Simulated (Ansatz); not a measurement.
# ZnS: a fit and a missing row

ZnS, F-43m, a = 5.389 Å. The compound has several low-lying forms, and this is one of them. Ansatz: r2SCAN, PAW, 500 eV, Γ-centred 8×8×8 mesh on 2 atoms, Gaussian smearing 0.02 eV; no spin polarisation. Symmetry fixes shape and atoms, so the cell is only scaled; pressure is positive in compression.

| V (Å³/atom) | P (GPa) |
| --- | --- |
| 18.390 | 5.57 |
| 18.977 | 2.56 |
| 19.564 | 0.00 |
| 20.151 | -2.18 |
| 20.737 | ? |

Take V0 = 19.564 Å³/atom, fit the third-order Birch–Murnaghan form to the other rows, and predict the missing pressure.

With the Eulerian strain f = ½[(V0/V)^(2/3) − 1] and y = P/[3f(1 + 2f)^(5/2)], the form is the line y = B0 + 1.5 B0 (B0′ − 4) f. Rows (f, y): 0.02106, 79.5; 0.01026, 79.1; -0.00976, 78.2. Means f = 0.007187, y = 78.933; Σ(Δf)² = 0.0004891, ΣΔfΔy = 0.02080; the slope is their ratio. y = 78.63 + 42.53 f GPa, so B0 = 78.6 GPa and B0′ = 4 + 2 × (42.53)/(3 × 78.63) = 4.36. At V = 20.737, f = -0.01904, y = 77.82 and P = -4.03 GPa. The run gave -4.04 GPa, so the fit is 0.01 GPa too high, a small miss on the scale of the series. The form still works here, 33 % of the fitted range beyond its end.

Cost: 5 runs of about 0.8 core-minutes in all, on AMD EPYC 7R43 (Zen 3) (shared hosts).